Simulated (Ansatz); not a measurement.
Runs of Ansatz 0.2.0 on CuO. It takes space group Cc (No. 9, monoclinic). The conventional cell has a = 4.689 Å, b = 3.427 Å, c = 5.132 Å, α = 90.00°, β = 99.65°, γ = 90.00°. Around Cu (site symmetry 1) lie 4 O at 1.91 to 2.02 Å. O (site symmetry 1) is surrounded by 4 Cu at 1.91 to 2.02 Å. 

| task | level | U | cell | k mesh | cutoff (eV) | hubbard projectors | double counting | points for each segment of the path | mesh quality | gap on the mesh (eV) | pressure (GPa) | relaxed volume (Å³/atom) | largest force (eV/Å) |
| --- | --- | --- | --- | --- | --- | --- | --- | --- | --- | --- | --- | --- | --- |
| relaxation of cell and atoms | BLYP | - | relaxed | 10 × 10 × 5 | 420 | - | - | - | not flagged | none | 0.0 | 11.65 | - |
| relaxation of cell and atoms | LDA+U | Cu d U = 4.5 eV | relaxed | 10 × 10 × 5 | 420 | ortho-atomic (the default) | fll (the default) | - | not flagged | none | 0.0 | 10.40 | - |
| phonons | PBEsol | - | as given | 8 × 8 × 5 | 420 | - | - | - | not flagged | none | - | - | - |
| single point | r2SCAN0 | - | as given | 6 × 6 × 3 | 500 | - | - | - | coarse | none | - | - | 0.65 |
| band structure | LDA | - | as given | 10 × 10 × 5 | 420 | - | - | 14 | not flagged | none | -9.6 | - | 0.79 |
| density of states | PBEsol | - | as given | 10 × 10 × 5 | 420 | - | - | - | not flagged | none | (c) | - | 0.76 |
| band structure | PBEsol | - | as given | 6 × 6 × 3 | 420 | - | - | 14 | coarse | none | (b) | - | (a) |
| band structure | HSE06 | - | as given | 6 × 6 × 3 | 420 | - | - | 4 | coarse | none | - | - | 0.68 |
| single point | PBE0 | - | as given | 6 × 6 × 3 | 420 | - | - | - | coarse | none | - | - | 0.67 |
| relaxation of cell and atoms | LDA | - | relaxed | 10 × 10 × 5 | 420 | - | - | - | not flagged | none | 0.0 | 10.27 | - |
| band structure | r2SCAN+U | Cu d U = 4.5 eV | as given | 10 × 10 × 5 | 500 | ortho-atomic (the default) | fll (the default) | 14 | not flagged | none | (d) | - | 0.80 |
| band structure | PBEsol+U | Cu d U = 5.3 eV | as given | 10 × 10 × 5 | 420 | ortho-atomic (the default) | fll (the default) | 14 | not flagged | none | -0.1 | - | 0.80 |

Alike in all rows: potentials or basis Ansatz PAW; no spin polarisation; smearing fermi-dirac 0.05 eV.

**Question.** Estimate the missing entries.

**Answer.** (a) 0.73; (b) -2.6; (c) -2.7; (d) 0.6.

Caveats: some runs use coarse meshes; the run has no spin polarisation, though such a crystal can be magnetic; the PAW data sets come from PBE, with cores solved anew for the run's functional, which leaves a small shift of forces and pressure; semilocal functionals often make such compounds metallic where correlation or magnetic order opens a gap, which also shifts bond lengths (some runs); the plane-wave basis is chosen anew once the cell has moved, so the energies of steps on either side of that aren't comparable (some runs); U without spin polarisation on a metal has little footing (some runs); the potentials were made for another functional, which shifts forces and pressure (some runs); the volume moved by +15 % from the deposited cell, more than functionals usually miss (some runs).

A k mesh can miss the band edges.

A gap of «none» marks a metal or a gap under the smearing width.

Not every run made on this cell is shown here.
